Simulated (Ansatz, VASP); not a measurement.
Two plane-wave programs on SiO2

```
CELL_PARAMETERS angstrom
3.98693 0.00000 0.00000
0.00000 5.98731 0.00000
0.00000 0.00000 3.58502
ATOMIC_POSITIONS crystal
Si 0.00000 0.50000 0.50000
Si 0.50000 0.00000 0.50000
O 0.18995 0.47805 0.00000
O 0.81005 0.52195 0.00000
O 0.31005 0.97805 0.00000
O 0.68995 0.02195 0.00000
```

Alike in both runs: functional PBE; k mesh 6 × 4 × 4; occupations gaussian, width 0.1 eV; no spin polarisation.

Ansatz relaxed the structure, and its values are those at the end. VASP's run is a single point on that final structure, the one shown.

|  | VASP | Ansatz |
| --- | --- | --- |
| version | VASP 6.6.1 | Ansatz 0.2.0 |
| potentials or method | VASP PAW PBE potentials, release 64 (Si, O) | scalar-relativistic, plane waves, PAW |
| plane-wave cutoff (eV) | 520 | 420 |
| valence electrons in the cell | 32 | 32 |

Ansatz gave:

* gap on the k mesh at the Fermi level (eV): none
* pressure (GPa): 0.1
* rms of the force components (eV/Å): 0.003

What did VASP give for the same quantities?

gap on the k mesh at the Fermi level (eV): none; pressure (GPa): 0.5; rms of the force components (eV/Å): 0.107.

A gap of «none» marks a metal or a gap that the smearing closes. One of these differences is far larger than is usual between the two programs; its cause wasn't traced.

Caveats: the k mesh is coarse (spacing up to 0.44 Å⁻¹), so the values aren't converged.
